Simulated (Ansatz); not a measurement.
Write the native input for Ansatz 0.2.0 that does the following.

| Quantity | Value |
| --- | --- |
| Task | atomic charges |
| Functional | PBEsol |
| Dispersion | D4 |
| Potentials or basis | all-electron LAPW, relativistic spinors |
| Cutoff | 320 eV |
| Density cutoff | 1280 eV |
| Basis error allowed | 0.0005 eV/atom |
| k mesh | 10 × 10 × 10 |
| Occupations | fermi-dirac, width 0.05 eV |
| Spin | spin-orbit coupling, no magnetisation |

The system is Cu.

```
Cu
1.0
     0.00000    1.80750    1.80750
     1.80750    0.00000    1.80750
     1.80750    1.80750    0.00000
Cu
1
Cartesian
  0.0000 0.0000 0.0000
```

The input as run:

input.yaml

```yaml
crystal:
  lattice: { a: 3.615, b: 3.615, c: 3.615, alpha: 90.0, beta: 90.0, gamma: 90.0 }
  space_group: 225
  setting: { hermann_mauguin: Fm-3m }
  reduce_to_primitive: true
  atoms:
    - { symbol: Cu, position: [0.0, 0.0, 0.0] }
kpoints:
  mp_grid: { grid: [10, 10, 10] }
scf:
  occupations: { method: fermi_dirac, width: 0.05 }
hamiltonian:
  xc: pbesol
  dispersion: d4
  pseudopotentials: { kind: all_electron, lapw: { basis_error: 0.0005 } }
magnetization:
  noncollinear: true
  spin_orbit: true
output:
  forces: true
  stress: true
  eigenvalues: true
  populations: true
basis:
  ecutwfc: 320
```

Potentials or basis: all-electron LAPW, relativistic spinors.

Run with:

```sh
$ ansatz run input.yaml --threads 1 --pin off --max-ram 2560MiB --backend cpu --events-out ev --progress --plain --runs-dir out
```

It gave:

| Quantity | Value |
| --- | --- |
| Pressure | -10.4 GPa |
| Band gap on the k mesh | none (metal or under the smearing width) |

Caveat: the k mesh is thin for a metal, which can move the energy by tens of meV per atom; pairwise dispersion overbinds metals, which lowers pressure and volume.

Wall time 19 s on 1 thread of Intel(R) Xeon(R) 6975P-C (Granite Rapids), with other jobs on the host, peak memory 0.47 GiB.
